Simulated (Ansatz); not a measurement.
From three elastic constants to directional properties of Ag

Method: Ansatz 0.2.0, DFT PBEsol, scalar-relativistic, plane waves, PAW. Plane waves to 420 eV; Γ-centred k mesh 20×20×20; Fermi-Dirac smearing of 0.15 eV. No spin polarisation.

The cell, relaxed at this level:
```cif
data_structure
_symmetry_space_group_name_H-M 'Fm-3m'
_symmetry_Int_Tables_number 225
_cell_length_a 4.0544
_cell_length_b 4.0544
_cell_length_c 4.0544
_cell_angle_alpha 90.000
_cell_angle_beta 90.000
_cell_angle_gamma 90.000
_cell_volume 66.65
loop_
_atom_site_label
_atom_site_type_symbol
_atom_site_symmetry_multiplicity
_atom_site_Wyckoff_symbol
_atom_site_fract_x
_atom_site_fract_y
_atom_site_fract_z
_atom_site_occupancy
Ag1 Ag 4 a 0.00000 0.00000 0.00000 1
```

In a metal, frequencies and elastic constants depend on the k mesh and the smearing, soft modes and shear constants most.

With ions relaxed, on the cubic axes: C11 = 146.0, C12 = 105.2, C44 = 57.5 GPa. The density is 10.750 g/cm³. Zone-centre modes weren't checked beside this run.

Question: Is the crystal stable against strain, and how anisotropic is it?

Answer: Born's conditions hold: C11 + 2C12 = 356.5, C11 − C12 = 40.8 and C44 = 57.5 GPa are all positive. B = (C11 + 2C12)/3 = 118.8 GPa. The two shear moduli are C44 and C′ = (C11 − C12)/2 = 20.4 GPa, so Zener's ratio is A = C44/C′ = 2.82: the tetragonal shear C′ is the soft one, as in many fcc and bcc metals and zincblende crystals. The Cauchy pressure C12 − C44 is 47.7 GPa; it would vanish for pair forces between atoms on inversion centres at zero pressure, and a positive value is usual with metallic or many-body binding.

Question: Give the sound speeds along the three symmetry directions.

Answer: The Christoffel equation gives ρv² for each branch:
```csv
direction,branch,ρv²,GPa,v (m/s)
[100],L,C11,146.0,3686
[100],T (×2),C44,57.5,2314
[110],L,(C11 + C12 + 2C44)/2,183.2,4128
[110],"T, u ∥ [001]",C44,57.5,2314
[110],"T, u ∥ [1-10]",(C11 − C12)/2,20.4,1377
[111],L,(C11 + 2C12 + 4C44)/3,195.6,4265
[111],T (×2),(C11 − C12 + C44)/3,32.8,1746
```

Question: How does Young's modulus depend on direction?

Answer: Inverting gives S11 = 17.279, S12 = -7.237, S44 = 17.376 TPa⁻¹. Along a unit vector (l, m, n), 1/E = S11 − 2(S11 − S12 − S44/2)(l²m² + m²n² + n²l²), where the last bracket is 0, 1/4 and 1/3 for [100], [110] and [111]: E = 58, 107 and 149 GPa. With A > 1 the body diagonal is stiffest. For a film on (001), the biaxial modulus is C11 + C12 − 2C12²/C11 = 100 GPa and the normal strain is −2C12/C11 = -1.44 times the in-plane one.

Cost: 1 run of about 1.3 core-minutes, on Intel Xeon Platinum 8488C (Sapphire Rapids) (shared hosts).

Silver resists compression far more strongly than shear, and its shear response depends strongly on direction. The filled 4d shell and the delocalised s electrons give bonding with little angular stiffness. The energy therefore depends largely on volume, which raises the bulk modulus and the Cauchy pressure but leaves volume-conserving shear cheap. The anisotropy is partly geometric: in a close-packed fcc lattice, central forces between nearest neighbours alone already make C′ softer than C44. Because the bulk modulus is large, Young's modulus follows the shear moduli, C′ along [100] and C44 along [111]. The same soft C′ sets the slowest sound wave, the [110] branch polarised along [1-10].

The elastic constants lie above the measured ones for silver, and the lattice parameter is slightly short. The likely cause is mild overbinding by the functional, with the missing thermal softening adding to the gap from room-temperature data. The positive moduli establish stability against small homogeneous strains, not against short-wavelength phonons or transformation to another stacking.
